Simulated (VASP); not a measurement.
# RbCl (Fm-3m) in VASP: a series of runs, part 3 of 3

VASP 6.6.1. The steps go on from the part before.

### 5 Relaxation of cell and atoms, PBE+D3(BJ)

This run uses another cell than the first one, of 35.83 Å³/atom, 1.021 times its volume.

INCAR

```
SYSTEM = RbCl
ALGO = Normal
EDIFF = 1E-7
EDIFFG = -0.005
ENCUT = 600
GGA = PE
IBRION = 2
ISIF = 3
ISMEAR = 0
IVDW = 12
LASPH = .TRUE.
LCHARG = .FALSE.
LREAL = .FALSE.
LWAVE = .FALSE.
NELM = 80
NSW = 90
PREC = Accurate
SIGMA = 0.03
```

KPOINTS

```
k-points
0
G
  8 8 8
  0 0 0
```

POSCAR

```
RbCl                                    
1.0
    0.0000000000      3.2966104630      3.2966104630
    3.2966104630      0.0000000000      3.2966104630
    3.2966104630      3.2966104630      0.0000000000
  Rb              Cl            
     1     1
Direct
     0.0000000000000000    0.0000000000000000    0.0000000000000000
     0.5000000000000000    0.5000000000000000    0.5000000000000000
```

Potentials or basis: VASP PAW PBE potentials, release 64 (Rb_sv, Cl).

Run with:

```
$ cat potpaw_PBE.64/Rb_sv/POTCAR potpaw_PBE.64/Cl/POTCAR > POTCAR
$ mpirun -np 1 vasp_std > vasp.out
```

OUTCAR:

```text
SYSTEM = RbCl
   EDIFF = 1E-7
   EDIFFG = -0.005
   ENCUT = 600
   GGA = PE
   IBRION = 2
   ISIF = 3
   ISMEAR = 0
   IVDW = 12
   LASPH = .TRUE.
   LREAL = .FALSE.
   NELM = 80
   NSW = 90
   PREC = Accurate
 IVDW          = 12

 ion  position               nearest neighbor table
   1  0.000  0.000  0.000-   2 3.30   2 3.30   2 3.30   2 3.30   2 3.30   2 3.30
   2  0.500  0.500  0.500-   1 3.30   1 3.30   1 3.30   1 3.30   1 3.30   1 3.30

  LATTYP: Found a face centered cubic cell.
 ALAT       =     6.5932209260

  Lattice vectors:

 A1 = (   0.0000000000,   3.2966104630,   3.2966104630)
 A2 = (   3.2966104630,   0.0000000000,   3.2966104630)
 A3 = (   3.2966104630,   3.2966104630,   0.0000000000)

Analysis of symmetry for initial positions (statically):
=====================================================================
 Subroutine PRICEL returns:
 Original cell was already a primitive cell.

 Routine SETGRP: Setting up the symmetry group for a
 face centered cubic supercell.

 Subroutine GETGRP returns: Found 48 space group operations
 (whereof 48 operations were pure point group operations)
 out of a pool of 48 trial point group operations.

The static configuration has the point symmetry O_h .

Analysis of symmetry for dynamics (positions and initial velocities):
=====================================================================
 Subroutine PRICEL returns:
 Original cell was already a primitive cell.

 Routine SETGRP: Setting up the symmetry group for a
 face centered cubic supercell.

 Subroutine GETGRP returns: Found 48 space group operations
 (whereof 48 operations were pure point group operations)
 out of a pool of 48 trial point group operations.

The dynamic configuration has the point symmetry O_h .

 Subroutine INISYM returns: Found 48 space group operations
 (whereof 48 operations are pure point group operations),
 and found     1 'primitive' translations

----------------------------------------------------------------------------------------

                                     Primitive cell
[... 125 lines left out ...]
  energy-cutoff  :      600.00
  volume of cell :       71.65
 maximum number of plane-waves:      2421
 NGX is ok and might be reduce to    40
   NGX = 19   NGY = 19   NGZ = 19

 number of electron      16.0000001 magnetization

 Free energy of the ion-electron system (eV)
  ---------------------------------------------------
  ext. energy  EPLUGINS =         0.00000000
  ---------------------------------------------------
  free energy    TOTEN  =        -6.66740547 eV

  energy without entropy =       -6.66740547  energy(sigma->0) =       -6.66740547

 E-fermi :  -1.7456     XC(G=0):  -7.3298

 val. band max:       -1.8988703278   @ k =   0.0000   0.0000   0.0000
 cond. band min:       3.0821850673   @ k =   0.0000   0.0000   0.0000
 fundamental gap:      4.9810553951
 Fermi energy:        -1.7456211808

 k-point     1 :       0.0000    0.0000    0.0000
  band No.  band energies     occupation
      1     -25.8334      2.00000
      2     -13.8914      2.00000
      3      -9.8823      2.00000
      4      -9.8823      2.00000
      5      -9.8823      2.00000
      6      -1.8989      2.00000
      7      -1.8989      2.00000
      8      -1.8989      2.00000
      9       3.0822      0.00000
     10       6.0920      0.00000
     11       6.0920      0.00000
     12       6.0920      0.00000
[... 331 lines left out ...]
 k-point    24 :      -0.3750    0.2500    0.1250
  band No.  band energies     occupation
      1     -25.8157      2.00000
      2     -13.9146      2.00000
      3      -9.9778      2.00000
      4      -9.9655      2.00000
      5      -9.8749      2.00000
      6      -2.5404      2.00000
      7      -2.1905      2.00000
      8      -2.1847      2.00000
      9       5.8191      0.00000
     10       5.9422      0.00000
     11       7.8085      0.00000
     12       7.9937      0.00000

 [... further k-points ...]

------------------------ aborting loop because EDIFF is reached ----------------------------------------

 Edisp (eV)   -0.36158

 E8    (eV) :    -0.1734

  FORCE on cell =-STRESS in cart. coord.  units (eV):
  Direction    XX          YY          ZZ          XY          YZ          ZX
  --------------------------------------------------------------------------------------
  -------------------------------------------------------------------------------------
  Total      -0.00240    -0.00240    -0.00240     0.00000     0.00000    -0.00000
  in kB      -0.05373    -0.05373    -0.05373     0.00000     0.00000    -0.00000
  external pressure =       -0.05 kB  Pullay stress =        0.00 kB

 VOLUME and BASIS-vectors are now :
 -----------------------------------------------------------------------------
  energy-cutoff  :      600.00
  volume of cell :       71.65
      direct lattice vectors                 reciprocal lattice vectors
     0.000000000  3.296610463  3.296610463    -0.151670938  0.151670938  0.151670938
     3.296610463  0.000000000  3.296610463     0.151670938 -0.151670938  0.151670938
     3.296610463  3.296610463  0.000000000     0.151670938  0.151670938 -0.151670938

 POSITION                                       TOTAL-FORCE (eV/Angst)
 -----------------------------------------------------------------------------------
      0.00000      0.00000      0.00000        -0.000000     -0.000000      0.000000
      3.29661      3.29661      3.29661         0.000000      0.000000     -0.000000
 -----------------------------------------------------------------------------------
    total drift:                                0.000000     -0.000000      0.000000

  FREE ENERGIE OF THE ION-ELECTRON SYSTEM (eV)
  ---------------------------------------------------
  free  energy   TOTEN  =        -7.0289886682 eV

  energy  without entropy=       -7.0289886682  energy(sigma->0) =       -7.02898867

 reached required accuracy - stopping structural energy minimisation
```

OSZICAR:

```text
N       E                     dE             d eps       ncg     rms          rms(c)
DAV:   1     0.103011018676E+03    0.10301E+03   -0.76406E+03   696   0.129E+03
DAV:   2    -0.369132251361E+00   -0.10338E+03   -0.97366E+02  1064   0.210E+02
DAV:   3    -0.689725035177E+01   -0.65281E+01   -0.64957E+01   872   0.590E+01
DAV:   4    -0.703022371556E+01   -0.13297E+00   -0.13286E+00  1088   0.843E+00
DAV:   5    -0.703152961288E+01   -0.13059E-02   -0.13059E-02   900   0.841E-01    0.316E+00
DAV:   6    -0.667337238079E+01    0.35816E+00   -0.65814E-01   816   0.432E+00    0.248E+00
DAV:   7    -0.665094910557E+01    0.22423E-01   -0.16443E-01   852   0.229E+00    0.143E+00
DAV:   8    -0.666501491349E+01   -0.14066E-01   -0.19702E-02   876   0.103E+00    0.165E-01
DAV:   9    -0.666694191327E+01   -0.19270E-02   -0.33858E-03   876   0.353E-01    0.111E-01
DAV:  10    -0.666737249183E+01   -0.43058E-03   -0.41610E-04   792   0.168E-01    0.121E-02
DAV:  11    -0.666739919160E+01   -0.26700E-04   -0.38302E-05   880   0.477E-02    0.698E-03
DAV:  12    -0.666740551593E+01   -0.63243E-05   -0.16289E-05   784   0.293E-02    0.353E-03
DAV:  13    -0.666740538577E+01    0.13015E-06   -0.42032E-07   932   0.515E-03    0.959E-04
DAV:  14    -0.666740549116E+01   -0.10539E-06   -0.15154E-07   776   0.313E-03    0.423E-04
DAV:  15    -0.666740547015E+01    0.21011E-07   -0.59245E-09   612   0.698E-04
   1 F= -.70289887E+01 E0= -.70289887E+01  d E =-.702899E+01
```

Run time: 16 s. Hardware: 1 thread of Intel Xeon 6975P-C (Granite Rapids), shared host; peak memory 0.25 GiB.

Results:

```yaml
Free_energy: -7.0290 eV
Pressure_after_relaxing: 0.0 GPa
Band_gap_on_the_k_mesh: 4.98 eV, direct
Dispersion_energy_per_atom: -0.181 eV
```

Final structure:
```
CELL_PARAMETERS angstrom
0.00000 3.29661 3.29661
3.29661 0.00000 3.29661
3.29661 3.29661 0.00000
ATOMIC_POSITIONS crystal
Rb 0.00000 0.00000 0.00000
Cl 0.50000 0.50000 0.50000
```

Caveat: the relaxation stopped at its first step, so nothing moved.
